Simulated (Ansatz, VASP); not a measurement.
**Two plane-wave programs on CuO**

The input INCAR:

```
PREC = Accurate ; ENCUT = 520
EDIFF = 1E-6 ; ISMEAR = -1
SIGMA = 0.1 ; LREAL = False
LASPH = True ; NELM = 150
ALGO = Normal ; ISIF = 2
LWAVE = False ; LCHARG = False
ISPIN = 2 ; MAGMOM = 0 0 1.4 -1.4
LORBIT = 11 ; LMAXMIX = 4
LDAU = True ; LDAUTYPE = 2
LDAUL = -1 2 ; LDAUU = 0 4
LDAUJ = 0 0 ; LDAUPRINT = 1
GGA = PE ; NBANDS = 29
```

The input KPOINTS:

```
regular mesh
0
Gamma
  7 7 4
```

The input POSCAR:

```
CuO
1.0
    2.3415000000     -1.7101500000      0.0000000000
    2.3415000000      1.7101500000      0.0000000000
   -0.8640400000      0.0000000000      5.0511300000
O Cu
2 2
Direct
    0.5830000000      0.4170000000      0.2500000000
    0.4170000000      0.5830000000      0.7500000000
    0.0000000000      0.5000000000      0.0000000000
    0.5000000000      0.0000000000      0.5000000000
```

Input for Ansatz:

```yaml
crystal:
  lattice:
    - [2.3415, -1.71015, 0.0]
    - [2.3415, 1.71015, 0.0]
    - [-0.86404, 0.0, 5.05113]
  atoms:
    - { symbol: O, position: [0.583, 0.417, 0.25] }
    - { symbol: O, position: [0.417, 0.583, 0.75] }
    - { symbol: Cu, position: [0.0, 0.5, 0.0], spin: 1.4 }
    - { symbol: Cu, position: [0.5, 0.0, 0.5], spin: -1.4 }
magnetization:
  spin_polarized: true
hamiltonian:
  xc: pbe
  pseudopotentials: { kind: paw }
  hubbard: { sites: [{ species: Cu, l: d, u_eff: 4.0 }] }
basis:
  ecutwfc: 420
kpoints:
  mp_grid: { grid: [7, 7, 4] }
scf:
  occupations: { method: fermi_dirac, width: 0.1 }
  lower_state_search: "off"
output:
  forces: true
  stress: true
```

Change from the starting cell: moments +- scaled by 1.4, plain SCF.

Alike in both runs: task single point; functional PBE; k mesh 7 × 7 × 4; occupations fermi-dirac, width 0.1 eV; collinear spin; Hubbard terms Cu d U = 4.0 eV.

|  | VASP | Ansatz |
| --- | --- | --- |
| version | VASP 6.6.1 | Ansatz 0.2.0 |
| potentials or method | VASP PAW PBE potentials, release 64 (O, Cu) | PAW, plane waves, scalar-relativistic |
| plane-wave cutoff (eV) | 520 | 420 |
| valence electrons in the cell | 34 | 50 |

```tsv
	VASP	Ansatz	Ansatz less VASP
pressure (GPa)	4.3	7.9	+3.55
largest component of the traceless stress (GPa)	0.58	0.88	+0.298
rms of the force components (eV/Å)	0.019	0.019	0.0000
net moment per atom (μB)	0.00	0.00	0.000
size of the moment on the site where the two differ most (μB)	0.57	0.53	-0.043
```

Site moments also hang on the region over which each program counts them. The programs project onto different local orbitals, so the same U acts differently. Atom by atom the forces differ by 0.000 eV/Å (rms over components). The two sets of potentials don't hold the same shells in valence.

 A k mesh can miss the band edges. The state reached can hang on the start; a lower one may exist.
